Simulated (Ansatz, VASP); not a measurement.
Two plane-wave programs on Se

```
Se
1.0
     2.58173    0.00000    0.00000
     0.00000    2.58173    0.00000
     0.00000    0.00000    2.58173
Se
1
Direct
  0.00000 0.00000 0.00000
```

Change from the starting cell: volume scaled by 0.76, PAW files.

Alike in both runs: task single point; functional PBE; k mesh 15 × 15 × 15; occupations fermi-dirac, width 0.08 eV; no spin polarisation.

|  | VASP | Ansatz |
| --- | --- | --- |
| version | VASP 6.6.1 | Ansatz 0.2.0 |
| potentials or method | VASP PAW PBE potentials, release 64 (Se) | PAW with Ansatz's default frozen-core files, scalar-relativistic |
| plane-wave cutoff (eV) | 520 | 420 |
| valence electrons in the cell | 6 | 16 |

```csv
,VASP,Ansatz,Ansatz less VASP
pressure (GPa),36.1,35.8,-0.30
```

The two sets of potentials don't hold the same shells in valence.

Caveats: so large a pressure means that the cell lies far from this level's equilibrium, or that cutoff or potentials fall short (VASP).
